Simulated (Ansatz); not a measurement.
Start from `CCC(N)=O` and change one atom or group to get `CCC=O`.

Ansatz, PBE0-D4/def2-TZVP geometries, multiplicity 1. Each molecule was computed in one conformer, which needn't be the lowest.

| property | `CCC(N)=O` |
| --- | --- |
| LUMO energy (ωB97M-V/def2-TZVPP) / eV | 2.20 |
| HOMO–LUMO gap (ωB97M-V/def2-TZVPP) / eV | 11.95 |
| zero-point energy (PBE0-D4/def2-TZVP) / kJ/mol | 268.7 |
| LUMO energy (B3LYP/def2-TZVPP) / eV | 0.45 |
| size of the dipole moment (ωB97M-V/def2-TZVPP) / D | 3.74 |
| LUMO energy (PBE/def2-TZVPP) / eV | -0.32 |

(1) Give the same properties after the change, and the shifts. (Best estimate.)

Results:

(1) Ansatz gave: 
```tsv
property	`CCC=O`	shift
LUMO energy (ωB97M-V/def2-TZVPP) / eV	1.59	-0.61
HOMO–LUMO gap (ωB97M-V/def2-TZVPP) / eV	11.38	-0.57
zero-point energy (PBE0-D4/def2-TZVP) / kJ/mol	221.8	-46.9
LUMO energy (B3LYP/def2-TZVPP) / eV	-0.98	-1.43
size of the dipole moment (ωB97M-V/def2-TZVPP) / D	2.91	-0.83
LUMO energy (PBE/def2-TZVPP) / eV	-1.89	-1.57
```

With PBE0 the HOMO falls by 0.08 eV and the LUMO falls by 1.45 eV, so the gap narrows by about 1.37 eV. PBE moves the HOMO by -0.12 eV and ωB97M-V by -0.04 eV. The zero-point energy changes by -46.9 kJ/mol with -6 modes. Dipoles are sizes alone; their direction can turn.

B3LYP here is the variant with VWN-RPA as its local correlation; programs differ in this.

Positive LUMOs are unbound, so they and the gaps depend on the basis.
